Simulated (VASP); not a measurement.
# Cr (Cmcm) in VASP: notebook, part 2 of 2

VASP 6.6.1. Earlier steps stand in the parts before.

## (3) Relaxation of cell and atoms, PBEsol+D3(BJ), collinear spin, ferromagnetic start

The input, INCAR:

```
SYSTEM = Cr
ALGO = Normal
EDIFF = 1E-6
EDIFFG = -0.02
ENCUT = 600
GGA = PS
IBRION = 2
ISIF = 3
ISMEAR = -1
ISPIN = 2
IVDW = 12
LASPH = .True.
LCHARG = .False.
LMAXMIX = 4
LORBIT = 11
LREAL = .False.
LWAVE = .False.
MAGMOM = 3 3
NELM = 100
NSW = 40
PREC = Accurate
SIGMA = 0.05
```

The input, KPOINTS:

```
k-points
0
Gamma
  10 10 5
  0 0 0
```

The input, POSCAR:

```
Cr
1.0
    1.1470505050     -2.4670251200      0.0000000000
    1.1470505050      2.4670251200      0.0000000000
    0.0000000000      0.0000000000      4.0643107400
Cr
2
Direct
    0.8705325800      0.1294674200      0.7500000000
    0.1294674200      0.8705325800      0.2500000000
```

Potentials or basis: VASP PAW PBE potentials, release 64 (Cr_pv).

Started as:

```
$ cat potpaw_PBE.64/Cr_pv/POTCAR > POTCAR
$ mpirun -np 1 vasp_std > vasp.out
```

OUTCAR:

```text
SYSTEM = Cr
   EDIFF = 1E-6
   EDIFFG = -0.02
   ENCUT = 600
   GGA = PS
   IBRION = 2
   ISIF = 3
   ISMEAR = -1
   ISPIN = 2
   IVDW = 12
   LASPH = .True.
   LORBIT = 11
   LREAL = .False.
   NELM = 100
   NSW = 40
   PREC = Accurate
 IVDW          = 12

 ion  position               nearest neighbor table
   1  0.871  0.129  0.750-   2 2.40   2 2.40   2 2.62   2 2.62   2 2.62   2 2.62
   2  0.129  0.871  0.250-   1 2.40   1 2.40   1 2.62   1 2.62   1 2.62   1 2.62

  LATTYP: Found a base centered orthorhombic cell.
 ALAT       =     2.2941010100
 B/A-ratio  =     2.1507554456
 C/A-ratio  =     1.7716354782

  Lattice vectors:

 A1 = (   1.1470505050,  -2.4670251200,   0.0000000000)
 A2 = (   1.1470505050,   2.4670251200,   0.0000000000)
 A3 = (   0.0000000000,   0.0000000000,   4.0643107400)

Analysis of symmetry for initial positions (statically):
=====================================================================
 Subroutine PRICEL returns:
 Original cell was already a primitive cell.

 Routine SETGRP: Setting up the symmetry group for a
 base centered orthorhombic supercell.

 Subroutine GETGRP returns: Found  8 space group operations
 (whereof  4 operations were pure point group operations)
 out of a pool of  8 trial point group operations.

The static configuration has the point symmetry C_2h.
 The point group associated with its full space group is D_2h.

Analysis of symmetry for dynamics (positions and initial velocities):
[... 303 lines left out ...]
--------------------------------------- Ionic step        9  -------------------------------------------

 number of electron      23.9999997 magnetization      -0.0000104

 number of electron      23.9999997 magnetization       0.0000025
[... 81 lines left out ...]
 number of electron      23.9999998 magnetization       0.0000018

 number of electron      23.9999998 magnetization      -0.0000005

 Free energy of the ion-electron system (eV)
  ---------------------------------------------------
  ext. energy  EPLUGINS =         0.00000000
  ---------------------------------------------------
  free energy    TOTEN  =       -19.84010783 eV

  energy without entropy =      -19.81713558  energy(sigma->0) =      -19.82862171

 E-fermi :  11.3366     XC(G=0): -14.0391

 val. band max:       11.3288444696   @ k =   0.3000   0.1000   0.4000
 cond. band min:      11.3370679234   @ k =   0.2000   0.1000   0.2000
 fundamental gap:      0.0082234538
 Fermi energy:        11.3366109652

 spin component 1

 k-point     1 :       0.0000    0.0000    0.0000
  band No.  band energies     occupation
      1     -31.9962      1.00000
      2     -31.3255      1.00000
      3     -31.1200      1.00000
      4     -31.0362      1.00000
      5     -30.8176      1.00000
      6     -30.7770      1.00000
[... 517 lines left out ...]
     18      18.7056      0.00000
     19      18.7140      0.00000

 [... further k-points ...]

 spin component 2

 k-point     1 :       0.0000    0.0000    0.0000
  band No.  band energies     occupation
      1     -31.9962      1.00000
      2     -31.3255      1.00000
      3     -31.1200      1.00000
      4     -31.0362      1.00000
      5     -30.8176      1.00000
      6     -30.7770      1.00000
[... 552 lines left out ...]
  FREE ENERGIE OF THE ION-ELECTRON SYSTEM (eV)
  ---------------------------------------------------
  free  energy   TOTEN  =       -20.7941941776 eV

  energy  without entropy=      -20.7712219349  energy(sigma->0) =      -20.78270806

 reached required accuracy - stopping structural energy minimisation

 total charge

# of ion       s       p       d       tot
------------------------------------------
    1        0.446   6.416   4.325  11.187
    2        0.446   6.416   4.325  11.187
--------------------------------------------------
tot          0.892  12.833   8.649  22.374

 magnetization (x)

# of ion       s       p       d       tot
------------------------------------------
    1       -0.000  -0.000  -0.000  -0.000
    2       -0.000  -0.000  -0.000  -0.000
--------------------------------------------------
tot         -0.000  -0.000  -0.000  -0.000
```

Wall time 5.9 min (1 thread of Intel Xeon Platinum 8375C at 2.90GHz (Ice Lake), shared host); peak memory 0.23 GiB.

Results:

- Free energy: -20.7942 eV
- Relaxed volume: 11.10 Å³/atom
- Relaxed cell: a = 2.640 Å, b = 2.640 Å, c = 4.142 Å, α = 90.00°, β = 90.00°, γ = 129.71°
- Space group after relaxing (to 0.05 Å): Cmcm (No. 63)
- Energy gained by relaxing: 23.3 meV/atom
- Ionic steps: 11
- Pressure after relaxing: 0.0 GPa
- Largest force after relaxing: 0.004 eV/Å
- Band gap on the k mesh: none (metal or under the smearing width)
- Net moment: 0.00 μB per cell
- Valence electrons inside the program's atomic spheres: Cr 11.19
- Dispersion energy per atom: -0.477 eV

Forces on the atoms (eV/Å):
```
Cr   0.000 -0.004  0.000
Cr   0.000  0.004  0.000
```

Step by step:
```tsv
step	energy change (eV)	largest force (eV/Å)	pressure (GPa)	volume (Å³)
1	0.0000	0.1827	-8.89	23.00
2	0.0372	0.2368	18.56	20.94
3	-0.0270	0.2032	0.59	22.16
4	-0.0270	0.2041	0.94	22.14
5	-0.0351	0.1895	0.67	22.16
6	-0.0435	0.1256	0.39	22.18
7	-0.0456	0.0564	-1.06	22.29
8	-0.0456	0.0437	-1.31	22.31
9	-0.0464	0.0099	0.25	22.18
10	-0.0464	0.0032	0.11	22.20
11	-0.0466	0.0038	0.03	22.21
```

Final structure:
```
Cr
1.0
     1.12176   -2.38966    0.00000
     1.12176    2.38966    0.00000
     0.00000    0.00000    4.14207
Cr
2
Direct
  0.85954 0.14046 0.75000
  0.14046 0.85954 0.25000
```

Caveat: the starting moments collapsed, and a magnetic state may lie lower; the PAW data sets were made with another functional, which shifts forces and pressure a little; pairwise dispersion overbinds metals, which lowers pressure and volume.

## (4) Relaxation of cell and atoms, PBEsol+D4, collinear spin, ferromagnetic start

Edit INCAR of step 3 so:

```diff
@@ -10,3 +10,3 @@
 ISPIN = 2
-IVDW = 12
+IVDW = 13
 LASPH = .True.
```

KPOINTS is that of step 3.

POSCAR is that of step 3.

Started as:

```
$ cat potpaw_PBE.64/Cr_pv/POTCAR > POTCAR
$ mpirun -np 1 vasp_std > vasp.out
```

Run time: 5.7 min. Hardware: 1 thread of Intel Xeon Platinum 8375C at 2.90GHz (Ice Lake), shared host; peak memory 0.22 GiB.

Results (log left out):

* Free energy: -20.3800 eV
* Relaxed volume: 11.25 Å³/atom
* Relaxed cell: a = 2.651 Å, b = 2.651 Å, c = 4.163 Å, α = 90.00°, β = 90.00°, γ = 129.74°
* Space group after relaxing (to 0.05 Å): Cmcm (No. 63)
* Energy gained by relaxing: 16.6 meV/atom
* Ionic steps: 10
* Pressure after relaxing: -0.2 GPa
* Band gap on the k mesh: none (metal or under the smearing width)
* Net moment: 0.00 μB per cell
* Valence electrons inside the program's atomic spheres: Cr 11.16
* Dispersion energy per atom: -0.265 eV

Forces in eV/Å, atoms in the order of the input:
```
Cr   0.000 -0.002  0.000
Cr   0.000  0.002  0.000
```

Stress tensor (GPa, compression positive):
```
-0.19  0.00  0.00
 0.00 -0.08  0.00
 0.00  0.00 -0.26
```

Step by step:
```csv
step,energy change (eV),largest force (eV/Å),pressure (GPa),volume (Å³)
1,0.0000,0.1830,-5.74,23.00
2,0.0083,0.2176,11.07,21.66
3,-0.0141,0.1974,1.16,22.39
4,-0.0223,0.1852,0.67,22.43
5,-0.0281,0.1009,-0.29,22.51
6,-0.0298,0.1356,-0.09,22.49
7,-0.0323,0.0672,0.07,22.47
8,-0.0327,0.0286,0.17,22.47
9,-0.0332,0.0110,-0.32,22.51
10,-0.0333,0.0021,-0.18,22.50
```

Final structure:
```
Cr
1.0
     1.12599   -2.40044    0.00000
     1.12599    2.40044    0.00000
     0.00000    0.00000    4.16270
Cr
2
Direct
  0.85933 0.14067 0.75000
  0.14067 0.85933 0.25000
```

Levels at points of the mesh, in eV from the Fermi level:
Spin up:
```tsv
k point	band 10	band 11	band 12	band 13	band 14	band 15
(0.00, 0.00, 0.00)	-1.93	-0.45	-0.28	0.51	1.06	1.16
(0.50, 0.00, 0.00)	-1.43	-0.14	-0.14	0.28	2.21	2.27
(0.50, 0.50, 0.00)	-2.24	-1.87	-1.47	0.72	2.39	2.76
```
Spin down:
| k point | band 9 | band 10 | band 11 | band 12 | band 13 | band 14 | band 15 | band 16 |
| --- | --- | --- | --- | --- | --- | --- | --- | --- |
| (0.00, 0.00, 0.00) | -2.21 | -1.93 | -0.45 | -0.28 | 0.51 | 1.06 | 1.16 | 1.68 |
| (0.50, 0.00, 0.00) | -3.85 | -1.43 | -0.14 | -0.14 | 0.28 | 2.21 | 2.27 | 2.47 |
| (0.50, 0.50, 0.00) | -3.07 | -2.24 | -1.87 | -1.47 | 0.72 | 2.39 | 2.76 | 2.82 |

Caveat: the starting moments collapsed, and a magnetic state may lie lower; the PAW data sets were made with another functional, which shifts forces and pressure a little; pairwise dispersion overbinds metals, which lowers pressure and volume.

## (5) Relaxation of cell and atoms, PBEsol+rVV10, collinear spin, ferromagnetic start

Edit INCAR of step 4 so:

```diff
@@ -2,2 +2,4 @@
 ALGO = Normal
+BPARAM = 20.0
+CPARAM = 0.0093
 EDIFF = 1E-6
@@ -10,3 +12,3 @@
 ISPIN = 2
-IVDW = 13
+IVDW_NL = 2
 LASPH = .True.
@@ -16,2 +18,3 @@
 LREAL = .False.
+LUSE_VDW = .True.
 LWAVE = .False.
```

KPOINTS is that of step 4.

POSCAR is that of step 4.

Started as:

```
$ cat potpaw_PBE.64/Cr_pv/POTCAR > POTCAR
$ mpirun -np 1 vasp_std > vasp.out
```

Wall time 11 min (1 thread of Intel Xeon Platinum 8375C at 2.90GHz (Ice Lake), shared host); peak memory 0.3 GiB.

Results (log left out):

```
Free energy                                           : -19.6155 eV
Relaxed volume                                        : 11.35 Å³/atom
Relaxed cell                                          : a = 2.660 Å, b = 2.660 Å, c = 4.174 Å, α = 90.00°, β = 90.00°, γ = 129.76°
Space group after relaxing (to 0.05 Å)                : Cmcm (No. 63)
Energy gained by relaxing                             : 13.5 meV/atom
Ionic steps                                           : 13
Pressure after relaxing                               : 0.0 GPa
Largest force after relaxing                          : 0.008 eV/Å
Band gap on the k mesh                                : none (metal or under the smearing width)
Net moment                                            : 0.00 μB per cell
Valence electrons inside the program's atomic spheres : Cr 11.14
```

Forces in eV/Å, atoms in the order of the input:
```
Cr   0.000 -0.008  0.000
Cr   0.000  0.008  0.000
```

Stress tensor (GPa, compression positive):
```
-0.11  0.00  0.00
 0.00  0.03  0.00
 0.00  0.00 -0.05
```

Step by step:
```
step  energy change (eV)  largest force (eV/Å)  pressure (GPa)  volume (Å³)
   1              0.0000                0.1848           -3.28        23.00
   2             -0.0046                0.2040            5.89        22.23
   3             -0.0087                0.1949            2.11        22.54
   4             -0.0188                0.1798            0.97        22.62
   5             -0.0229                0.1298           -0.16        22.72
   6             -0.0231                0.1424            0.02        22.70
   7             -0.0257                0.0781           -0.37        22.72
   8             -0.0261                0.0468           -0.33        22.73
   9             -0.0261                0.0373           -0.43        22.73
  10             -0.0267                0.0166            0.93        22.62
  11             -0.0268                0.0014            0.59        22.65
  12             -0.0267                0.0159           -0.72        22.77
  13             -0.0270                0.0076           -0.04        22.70
```

Final structure:
```cif
data_structure
_symmetry_space_group_name_H-M 'P 1'
_symmetry_Int_Tables_number 1
_cell_length_a 2.6598
_cell_length_b 2.6598
_cell_length_c 4.1740
_cell_angle_alpha 90.000
_cell_angle_beta 90.000
_cell_angle_gamma 129.758
_cell_volume 22.70
loop_
_atom_site_label
_atom_site_type_symbol
_atom_site_fract_x
_atom_site_fract_y
_atom_site_fract_z
_atom_site_occupancy
Cr1 Cr 0.85904 0.14096 0.75000 1
Cr2 Cr 0.14096 0.85904 0.25000 1
```

Levels at points of the mesh, in eV from the Fermi level:
Spin up:
```csv
k point,band 8,band 9,band 10,band 11,band 12,band 13,band 14,band 15,band 16,band 17
"(0.00, 0.00, 0.00)",-4.39,-2.18,-1.90,-0.44,-0.28,0.49,1.05,1.15,1.66,2.20
"(0.50, 0.00, 0.00)",-3.93,-3.81,-1.42,-0.15,-0.14,0.28,2.19,2.25,2.43,4.66
"(0.50, 0.50, 0.00)",-3.58,-3.04,-2.24,-1.84,-1.46,0.72,2.36,2.73,2.79,3.85
```
Spin down:
| k point | band 8 | band 9 | band 10 | band 11 | band 12 | band 13 | band 14 | band 15 | band 16 | band 17 |
| --- | --- | --- | --- | --- | --- | --- | --- | --- | --- | --- |
| (0.00, 0.00, 0.00) | -4.39 | -2.18 | -1.90 | -0.44 | -0.28 | 0.49 | 1.05 | 1.15 | 1.66 | 2.20 |
| (0.50, 0.00, 0.00) | -3.93 | -3.81 | -1.42 | -0.15 | -0.14 | 0.28 | 2.19 | 2.25 | 2.43 | 4.66 |
| (0.50, 0.50, 0.00) | -3.58 | -3.04 | -2.24 | -1.84 | -1.46 | 0.72 | 2.36 | 2.73 | 2.79 | 3.85 |

Caveat: the starting moments collapsed, and a magnetic state may lie lower; the PAW data sets were made with another functional, which shifts forces and pressure a little; pairwise dispersion overbinds metals, which lowers pressure and volume.
